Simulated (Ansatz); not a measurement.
# SnS2: the cost of one run

Computed with Ansatz 0.2.0 (DFT PBEsol, scalar-relativistic, plane waves, PAW, unless a step's input says otherwise).

6 further runs of the same task are left out: 6 set aside as unsound or not needed.

## (1) The starting structure

It takes space group P-3m1 (No. 164, trigonal). The conventional cell has a = 3.651 Å, b = 3.651 Å, c = 6.071 Å, α = 90.00°, β = 90.00°, γ = 120.00°. Sn (site symmetry -3m) has 6 S at 2.57 Å as nearest neighbours. S (site symmetry 3m) is surrounded by 3 Sn at 2.57 Å.

As a file:

```cif
data_structure
_symmetry_space_group_name_H-M 'P-3m1'
_symmetry_Int_Tables_number 164
_cell_length_a 3.6509
_cell_length_b 3.6509
_cell_length_c 6.0709
_cell_angle_alpha 90.000
_cell_angle_beta 90.000
_cell_angle_gamma 120.000
_cell_volume 70.08
loop_
_atom_site_label
_atom_site_type_symbol
_atom_site_symmetry_multiplicity
_atom_site_Wyckoff_symbol
_atom_site_fract_x
_atom_site_fract_y
_atom_site_fract_z
_atom_site_occupancy
Sn1 Sn 1 a 0.00000 0.00000 0.00000 1
S1 S 2 d 0.66667 0.33333 0.24279 1
```

It is the result of an earlier relaxation at this level (volume 23.36 Å³/atom; gap on the mesh: 1.44 eV).

## (2) Relaxing at 7 GPa

At a set pressure the run lowers the enthalpy E + PV, so the energy alone may rise along the way.

Contents of input.yaml:

```yaml
crystal:
  lattice:
    - [3.6509351015, 0.0, 0.0]
    - [-1.8254675508, 3.1618025455, 0.0]
    - [0.0, 0.0, 6.0708841541]
  atoms:
    - { symbol: Sn, position: [0.0, 0.0, 0.0] }
    - { symbol: S, position: [0.6666666667, 0.3333333333, 0.2427910705] }
    - { symbol: S, position: [0.3333333333, 0.6666666667, 0.7572089295] }
basis:
  ecutwfc: 420
kpoints:
  mp_grid: { grid: [12, 12, 6] }
hamiltonian:
  xc: pbesol
scf:
  occupations: { method: fixed }
output:
  forces: true
  stress: true
  eigenvalues: true
relax:
  adjacent_minimum: "off"
  f_tol: 0.001
  max_steps: 60
  cell: { stress_tol: 0.02, p_target: 7.0 }
```

Command:

```bash
> ansatz run input.yaml --threads 1 --pin off --max-ram 3072MiB --backend cpu --events-out ev --progress --plain --runs-dir out
```

Q: Estimate wall time and peak memory on 1 thread of AMD EPYC 7R43 (Zen 3), shared host.

About 70 s, with a peak of 0.45 GiB.
